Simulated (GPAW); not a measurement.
The system is CdTe.

```xyz
2
Lattice="0.0000 3.2050 3.2050 3.2050 0.0000 3.2050 3.2050 3.2050 0.0000" Properties=species:S:1:pos:R:3 pbc="T T T"
Te    4.8075    4.8075    4.8075
Cd    0.0000    0.0000    0.0000
```

```yaml
Program: GPAW 26.7.0
Task: relaxation of cell and atoms
Functional: PBE
Dispersion: D4
Potentials_or_basis: GPAW PAW data sets (gpaw-data 1.2.1)
Cutoff: 600 eV
Basis: pw
k_mesh: 7 × 7 × 7
Occupations: fermi-dirac, width 0.05 eV
Spin: no spin polarisation
```

At the start: pressure 1.8 GPa; volume 32.92 Å³/atom.

Task: How do energy, volume and symmetry change on relaxing?

Result: Over 3 steps the energy falls by 7.2 meV/atom and the volume is 34.19 Å³/atom (+3.9 %); space group F-43m (No. 216, to 0.05 Å).

The path:
```tsv
step	energy change (eV)	largest force (eV/Å)	pressure (GPa)	volume (Å³)
1	0.0000	0.0000	1.78	65.84
2	-0.0052	0.0000	1.40	66.36
3	-0.0144	0.0000	0.07	68.39
```

Final structure:
```cif
data_structure
_symmetry_space_group_name_H-M 'P 1'
_symmetry_Int_Tables_number 1
_cell_length_a 4.5902
_cell_length_b 4.5902
_cell_length_c 4.5902
_cell_angle_alpha 60.000
_cell_angle_beta 60.000
_cell_angle_gamma 60.000
_cell_volume 68.39
loop_
_atom_site_label
_atom_site_type_symbol
_atom_site_fract_x
_atom_site_fract_y
_atom_site_fract_z
_atom_site_occupancy
Te1 Te 0.75000 0.75000 0.75000 1
Cd1 Cd 0.00000 0.00000 0.00000 1
```

Caveat: later steps reuse the first step's grids.
